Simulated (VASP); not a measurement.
# SnSe2 (P-3m1) in VASP: a series of runs, part 2 of 4

VASP 6.6.1.

## (3) Optical spectrum, PBE

INCAR

```
SYSTEM = SnSe2
PREC     = Accurate       ! precision mode
ENCUT    = 520            ! plane-wave cutoff, eV
EDIFF    = 1E-6           ! SCF threshold, eV
ISMEAR   = 0              ! smearing method
SIGMA    = 0.02           ! smearing width, eV
LREAL    = .False.        ! projectors in reciprocal space
LASPH    = .True.         ! aspherical terms in the spheres
NELM     = 80             ! most SCF steps
ALGO     = Fast           ! electronic algorithm
ISIF     = 2              ! what is computed and relaxed
LWAVE    = .False.        ! write WAVECAR
LCHARG   = .False.        ! write CHGCAR
GGA      = PE             ! functional
LOPTICS  = .True.         ! frequency-dependent dielectric function
NBANDS   = 45             ! bands
NEDOS    = 1000           ! points of the DOS
CSHIFT   = 0.05
```

KPOINTS

```
Automatic mesh
0
Gamma
  8 8 5
  0 0 0
```

POSCAR

```
SnSe2
1.0
    3.8110000000      0.0000000000      0.0000000000
   -1.9055000000      3.3004228138      0.0000000000
    0.0000000000      0.0000000000      6.1360000000
Sn Se
1 2
Direct
    0.0000000000      0.0000000000      0.0000000000
    0.6666666667      0.3333333333      0.7510000000
    0.3333333333      0.6666666667      0.2490000000
```

Potentials or basis: VASP PAW PBE potentials, release 64 (Sn_d, Se).

The run is started by

```sh
cat potpaw_PBE.64/Sn_d/POTCAR potpaw_PBE.64/Se/POTCAR > POTCAR
mpirun -np 1 vasp_std > vasp.out
```

OUTCAR:

```text
SYSTEM = SnSe2
   PREC = Accurate
   ENCUT = 520
   EDIFF = 1E-6
   ISMEAR = 0
   LREAL = .False.
   LASPH = .True.
   NELM = 80
   ISIF = 2
   GGA = PE

 ion  position               nearest neighbor table
   1  0.000  0.000  0.000-   2 2.68   3 2.68   3 2.68   2 2.68   2 2.68   3 2.68
   2  0.667  0.333  0.751-   1 2.68   1 2.68   1 2.68
   3  0.333  0.667  0.249-   1 2.68   1 2.68   1 2.68

[... 1021 lines left out ...]
     2.46985    12.59343    12.59343     5.42483     0.00000     0.00000     0.00000
     3.08731    21.53903    21.53903     6.84225     0.00000     0.00000    -0.00000
[... 92 lines left out ...]
    60.51122     0.89707     0.89707     0.89752     0.00000    -0.00000     0.00000
    61.12868     0.89961     0.89961     0.90006     0.00000    -0.00000     0.00000

  frequency dependent IMAGINARY DIELECTRIC FUNCTION (independent particle, no local field effects) current-current
     E(ev)      X         Y         Z        XY        YZ        ZX
  --------------------------------------------------------------------------------------------------------------
     0.00000     0.00000     0.00000     0.00000     0.00000    -0.00000     0.00000
     0.61746     0.00000     0.00000     0.00000     0.00000    -0.00000    -0.00000
     1.23492     0.00001     0.00001     0.00000     0.00000     0.00000     0.00000
     1.85238     3.25115     3.25115    23.10820     0.00000     0.00000     0.00000
     2.46985    17.26397    17.26397     1.18188     0.00000    -0.00000     0.00000
     3.08731     3.78173     3.78173     2.05936    -0.00000    -0.00000    -0.00000
[... 92 lines left out ...]
    60.51122    -0.00000    -0.00000    -0.00000     0.00000    -0.00000     0.00000
    61.12868    -0.00000    -0.00000    -0.00000     0.00000    -0.00000     0.00000

  frequency dependent      REAL DIELECTRIC FUNCTION (independent particle, no local field effects) current-current
     E(ev)        X           Y           Z          XY          YZ          ZX
  --------------------------------------------------------------------------------------------------------------
     0.00000    12.12745    12.12745    11.31832    -0.00000     0.00000     0.00000
     0.61746    12.60896    12.60896    12.07680    -0.00000     0.00000     0.00000
     1.23492    15.50486    15.50486    10.87566     0.00000     0.00000     0.00000
     1.85238    10.88978    10.88978    11.20055    -0.00000    -0.00000     0.00000
     2.46985    12.16999    12.16999     5.26407    -0.00000     0.00000     0.00000
     3.08731    21.27486    21.27486     6.72736    -0.00000    -0.00000    -0.00000
[... 92 lines left out ...]
    60.51122     0.89708     0.89708     0.89753     0.00000     0.00000    -0.00000
    61.12868     0.89962     0.89962     0.90006     0.00000     0.00000    -0.00000
```

OSZICAR:

```text
N       E                     dE             d eps       ncg     rms          rms(c)
DAV:   1     0.244791475700E+03    0.24479E+03   -0.94170E+03  4448   0.657E+02
DAV:   2     0.251123371737E+02   -0.21968E+03   -0.19616E+03  3966   0.291E+02
DAV:   3    -0.106745241719E+02   -0.35787E+02   -0.35107E+02  4253   0.689E+01
DAV:   4    -0.120011869341E+02   -0.13267E+01   -0.13251E+01  4312   0.138E+01
DAV:   5    -0.120215530672E+02   -0.20366E-01   -0.20363E-01  4659   0.178E+00    0.524E+00
RMM:   6    -0.117700022636E+02    0.25155E+00   -0.85900E-02  5021   0.105E+00    0.325E+00
RMM:   7    -0.117460987454E+02    0.23904E-01   -0.37048E-02  5005   0.576E-01    0.117E+00
RMM:   8    -0.117462409001E+02   -0.14215E-03   -0.60556E-03  5326   0.364E-01    0.128E-01
RMM:   9    -0.117463044595E+02   -0.63559E-04   -0.11772E-03  5602   0.145E-01    0.427E-02
RMM:  10    -0.117463858860E+02   -0.81426E-04   -0.19996E-04  5721   0.569E-02    0.211E-02
RMM:  11    -0.117463982679E+02   -0.12382E-04   -0.41410E-05  5546   0.252E-02    0.205E-03
RMM:  12    -0.117463998853E+02   -0.16174E-05   -0.12795E-05  5825   0.123E-02    0.135E-03
RMM:  13    -0.117464001174E+02   -0.23210E-06   -0.15855E-06  5035   0.478E-03
   1 F= -.11746400E+02 E0= -.11746400E+02  d E =-.580162E-15
 imaginary and real dielectric function
```

stdout:

```text
POSCAR found type information on POSCAR SnSe
 POSCAR found :  2 types and       3 ions
 scaLAPACK will be used
 LDA part: xc-table for (Slater+PW92), standard interpolation
 POSCAR, INCAR and KPOINTS ok, starting setup
 FFT: planning ... GRIDC
 FFT: planning ... GRID_SOFT
 FFT: planning ... GRID
 WAVECAR not read
 entering main loop
 optical routines
 imaginary and real dielectric function
 recalculating local potential from charge density
 direction            1
 direction            2
 direction            3
```

Wall time 2.3 min (1 thread of Intel Xeon Platinum 8375C at 2.90GHz (Ice Lake), shared host); peak memory 0.34 GiB.

Results:

```yaml
Free_energy: -11.7464 eV
Pressure: 5.6 GPa
Largest_force: 0.804 eV/Å
Band_gap_on_the_k_mesh: 0.81 eV, indirect (least direct gap 1.09 eV)
```

Forces in eV/Å, atoms in the order of the input:
```
Sn   0.000  0.000  0.000
Se   0.000  0.000 -0.804
Se   0.000  0.000  0.804
```

Levels at points of the mesh, in eV from the valence-band top:
| k point | band 9 | band 10 | band 11 | band 12 | band 13 | band 14 | band 15 | band 16 | band 17 | band 18 |
| --- | --- | --- | --- | --- | --- | --- | --- | --- | --- | --- |
| (0.00, 0.00, 0.00) | -0.70 | -0.70 | -0.40 | -0.40 | -0.01 | 1.09 | 2.94 | 4.64 | 4.64 | 8.13 |
| (0.50, 0.00, 0.00) | -4.48 | -2.91 | -2.69 | -1.20 | -0.31 | 1.15 | 3.79 | 5.45 | 5.49 | 7.27 |

Dielectric function (mean over the directions given):
| energy (eV) | real part | imaginary part |
| --- | --- | --- |
| 0.31 | 12.00 | 0.00 |
| 0.80 | 13.00 | 0.00 |
| 1.30 | 14.63 | 1.68 |
| 1.79 | 14.83 | 17.29 |
| 2.28 | 11.42 | 9.66 |
| 2.78 | 10.83 | 5.02 |
| 3.27 | 14.29 | 17.55 |
| 3.83 | 5.51 | 10.01 |
| 4.32 | 4.97 | 11.53 |
| 4.82 | 6.64 | 7.50 |
| 5.31 | -1.07 | 16.63 |
| 5.80 | -4.39 | 18.68 |
| 6.30 | -5.05 | 4.20 |
| 6.85 | -5.59 | 4.92 |
| 7.35 | -2.34 | 2.24 |
| 7.84 | -0.89 | 1.58 |
| 8.34 | -0.48 | 4.88 |
| 8.83 | -3.96 | 2.76 |
| 9.32 | -2.37 | 2.40 |
| 9.82 | -2.74 | 2.52 |
| 10.37 | -2.05 | 1.36 |
| 10.87 | -1.87 | 1.40 |
| 11.36 | -1.37 | 1.66 |
| 11.86 | -1.19 | 1.38 |
| 12.35 | -1.12 | 0.99 |
| 12.84 | -0.79 | 1.37 |
| 13.40 | -0.82 | 0.97 |
| 13.89 | -0.80 | 1.05 |
| 14.39 | -0.74 | 0.58 |
| 14.88 | -0.42 | 0.49 |
| 15.37 | -0.45 | 0.39 |
| 15.87 | -0.23 | 0.25 |
| 16.36 | -0.24 | 0.50 |
| 16.92 | -0.12 | 0.29 |
| 17.41 | -0.05 | 0.22 |
| 17.91 | 0.04 | 0.39 |
| 18.40 | 0.04 | 0.23 |
| 18.89 | 0.11 | 0.24 |
| 19.39 | 0.22 | 0.24 |
| 19.94 | 0.22 | 0.13 |

Caveat: spectra need much finer meshes, so this one isn't converged; independent-particle spectra lack excitons; spin-orbit coupling is left out, which moves the levels of the heavy elements; an odd mesh through Γ misses points on the zone boundary, where band edges often lie; this functional lacks dispersion, which binds the layers, so the pressure and a relaxed spacing across them are unreliable.

## (4) Density of states, PBE

POSCAR is that of step 3.

INCAR.step1

```
ALGO = Normal
EDIFF = 1E-6
ENCUT = 520
GGA = PE
ISIF = 2
ISMEAR = 0
LASPH = T
LCHARG = T
LREAL = F
LWAVE = F
NELM = 60
PREC = Accurate
SIGMA = 0.02
```

KPOINTS.step1

```
k-points
0
Gamma
  8 8 5
```

INCAR.step2

```
ALGO = Normal
EDIFF = 1E-6
ENCUT = 520
GGA = PE
ICHARG = 11
ISIF = 2
ISMEAR = -5
LASPH = T
LCHARG = F
LORBIT = 10
LREAL = F
LWAVE = F
NEDOS = 2001
NELM = 60
PREC = Accurate
SIGMA = 0.02
```

KPOINTS.step2

```
k-points
0
Gamma
  12 12 8
```

The run is started by

```sh
cat potpaw_PBE.64/Sn_d/POTCAR potpaw_PBE.64/Se/POTCAR > POTCAR
cp INCAR.step1 INCAR
cp KPOINTS.step1 KPOINTS
mpirun -np 1 vasp_std > vasp.out
cp INCAR.step2 INCAR
cp KPOINTS.step2 KPOINTS
mpirun -np 1 vasp_std > vasp.out
```

Wall time 2.2 min (1 thread of Intel Xeon Platinum 8375C at 2.90GHz (Ice Lake), shared host); peak memory 0.31 GiB.

It converged, with:

```yaml
Valence_electrons_inside_the_program's_atomic_spheres: Sn 12.23; Se 3.85
```

Levels at points of the mesh, in eV from the valence-band top:
```csv
k point,band 10,band 11,band 12,band 13,band 14,band 15,band 16,band 17
"(0.00, 0.00, 0.00)",-0.74,-0.43,-0.43,-0.04,1.05,2.90,4.60,4.60
"(0.50, 0.00, 0.00)",-2.94,-2.72,-1.24,-0.34,1.11,3.76,5.41,5.45
"(0.00, 0.00, 0.50)",-0.83,-0.83,-0.28,-0.28,2.41,2.88,4.33,4.33
"(0.50, 0.00, 0.50)",-2.56,-2.03,-0.88,-0.73,0.83,4.22,4.81,5.80
```

States per cell in windows of 1 eV (zero at the valence-band top; states under -8 eV left out):
```
from (eV)  total  Se2_p  Se3_p  Sn1_p  Sn1_s  Sn1_d  Se2_s
     -8.0   0.82   0.06   0.06   0.00   0.40   0.00   0.02
     -7.0   0.85   0.06   0.06   0.00   0.36   0.00   0.06
     -6.0   0.31   0.02   0.02   0.00   0.11   0.00   0.03
     -5.0   1.26   0.20   0.20   0.21   0.00   0.01   0.01
     -4.0   1.53   0.26   0.26   0.24   0.01   0.01   0.01
     -3.0   2.24   0.43   0.43   0.33   0.01   0.02   0.02
     -2.0   1.96   0.46   0.46   0.14   0.01   0.04   0.01
     -1.0   3.01   0.83   0.83   0.05   0.01   0.11   0.01
      0.0   0.06   0.01   0.01   0.00   0.02   0.00   0.00
      1.0   1.22   0.21   0.21   0.02   0.28   0.02   0.01
      2.0   0.71   0.14   0.14   0.02   0.17   0.01   0.01
      3.0   0.30   0.01   0.01   0.08   0.00   0.00   0.01
      4.0   1.89   0.13   0.13   0.50   0.01   0.01   0.05
      5.0   2.87   0.22   0.22   0.77   0.01   0.05   0.03
      6.0   0.94   0.08   0.08   0.18   0.00   0.03   0.00
      7.0   0.01   0.00   0.00   0.00   0.00   0.00   0.00
```

Caveat: this functional lacks dispersion, which binds the layers, so the pressure and a relaxed spacing across them are unreliable.

(Part 2 of 4 ends here.)
